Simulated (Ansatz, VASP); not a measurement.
## Two plane-wave programs on Al

INCAR

```
ALGO = Normal ; EDIFF = 1E-6
ENCUT = 520 ; GGA = PE
ISIF = 2 ; ISMEAR = -1
LASPH = T ; LCHARG = F
LREAL = F ; LWAVE = F
NBANDS = 8 ; NELM = 60
PREC = Accurate ; SIGMA = 0.1
```

File KPOINTS:

```
k-points
0
Gamma
  13 13 13
```

Contents of POSCAR:

```
Al
1.0
    0.0000000000      2.0199630948      2.0199630948
    2.0199630948      0.0000000000      2.0199630948
    2.0199630948      2.0199630948      0.0000000000
Al
1
Direct
    0.0000000000      0.0000000000      0.0000000000
```

Input for Ansatz:

```yaml
crystal:
  lattice:
    - [0.0, 2.0199630948, 2.0199630948]
    - [2.0199630948, 0.0, 2.0199630948]
    - [2.0199630948, 2.0199630948, 0.0]
  atoms:
    - { symbol: Al, position: [0.0, 0.0, 0.0] }
hamiltonian:
  xc: pbe
  pseudopotentials:
    kind: paw
    azcp:
      Al: "pseudopotentials/Al.paw.azcp"
basis:
  ecutwfc: 420
  fft_grid_basis: typed
kpoints:
  mp_grid: { grid: [13, 13, 13], shift: [0, 0, 0] }
magnetization:
  spin_polarized: false
scf:
  occupations: { method: fermi_dirac, width: 0.1 }
  lower_state_search: "off"
output:
  stress: true
```

Alike in both runs: task single point; functional PBE; k mesh 13 × 13 × 13; occupations fermi-dirac, width 0.1 eV; no spin polarisation.

|  | VASP | Ansatz |
| --- | --- | --- |
| version | VASP 6.6.1 | Ansatz 0.2.0 |
| potentials or method | VASP PAW PBE potentials, release 64 (Al) | plane waves (420 eV) with PAW, scalar-relativistic |
| plane-wave cutoff (eV) | 520 | 420 |
| valence electrons in the cell | 3 | 3 |

```csv
,VASP,Ansatz,Ansatz less VASP
pressure (GPa),0.0,0.0,+0.04
```

The functional is the same, so the differences come from potentials, cutoffs and numerics.
